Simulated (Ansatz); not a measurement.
# Sr (dhcp type): how the settings move a single-point run

Question: which choices in the input matter for Sr (dhcp type)?

Program: Ansatz 0.2.0. Level of theory: reference: DFT, PBE, norm-conserving pseudopotentials, Ansatz's default files, scalar-relativistic. These are calculated values, not measurements.

2 further runs of the same task are left out: 1 that didn't finish, 1 set aside as unsound or not needed.

### 1 The system as given

It takes space group P6_3/mmc (No. 194, hexagonal). Conventional cell: a = 4.268 Å, b = 4.268 Å, c = 13.976 Å, α = 90.00°, β = 90.00°, γ = 120.00°. Around Sr (site symmetry -3m) lie 12 Sr at 4.27 to 4.28 Å. Sr (site symmetry -6m2) has 12 Sr at 4.27 to 4.28 Å as nearest neighbours.

Coordinates:

```xyz
4
Lattice="4.2681 0.0000 0.0000 -2.1341 3.6963 0.0000 0.0000 0.0000 13.9762" Properties=species:S:1:pos:R:3 pbc="T T T"
Sr    0.0000    0.0000    0.0000
Sr    0.0000    0.0000    6.9881
Sr    0.0000    2.4642    3.4940
Sr    2.1341    1.2321   10.4821
```

### 2 Reference

The input, input.yaml:

```yaml
crystal:
  lattice:
    - [4.2681203181, 0.0, 0.0]
    - [-2.1340601591, 3.6963006219, 0.0]
    - [0.0, 0.0, 13.9761587667]
  atoms:
    - { symbol: Sr, position: [0.0, 0.0, 0.0] }
    - { symbol: Sr, position: [0.0, 0.0, 0.5] }
    - { symbol: Sr, position: [0.3333333333, 0.6666666667, 0.25] }
    - { symbol: Sr, position: [0.6666666667, 0.3333333333, 0.75] }
kpoints:
  mp_grid: { grid: [9, 9, 3] }
scf:
  occupations: { method: fermi_dirac, width: 0.08 }
hamiltonian:
  xc: pbe
  pseudopotentials: { kind: nc }
output:
  forces: true
  stress: true
  eigenvalues: true
```

Run with:

```bash
> ansatz run input.yaml --threads 1 --pin off --max-ram 3072MiB --backend cpu --events-out ev --progress --plain --runs-dir out
```

### 3 Variant: ecutwfc 14.7 Ry

Edit input.yaml of step 2 so:

```diff
@@ -21 +21,3 @@
   eigenvalues: true
+basis:
+  ecutwfc: "14.7 Ry"
```

Q: Predict the outcome of this session. Wanted: for each run, ending; energy change; pressure; gap; force.

The runs gave:

```
               run     ending  energy change  pressure (GPa)  gap (eV)  force (eV/Å)  cycles   time
         reference  converged              0             0.0      0.00          0.00       7   23 s
1: ecutwfc 14.7 Ry  converged  +9.40 eV/atom             0.3      0.00          0.00       7  2.8 s
```

Residual by cycle in the longest SCF loop of each run; runs are numbered as in the table. The quantity is the density residual dr2, in eV.

```
cycle  reference    run 1
    1     0.0613     1.71
    2     0.0333    0.525
    3    0.00297   0.0139
    4     1.3e-4  0.00131
    5     4.7e-6   4.2e-5
    6     3.2e-7   7.4e-7
    7     7.8e-9   6.3e-8
```

Changing the cutoff moves the energy by +9.40 eV/atom, and the pressure goes from 0.0 to 0.3 GPa. The log warns that the cutoff is under what these potentials recommend, so the shift is basis error. Cost: 2.8 s against 23 s. Run 1 ran under the cutoff that the potentials recommend, as the log warns, so basis error is mixed into its values.
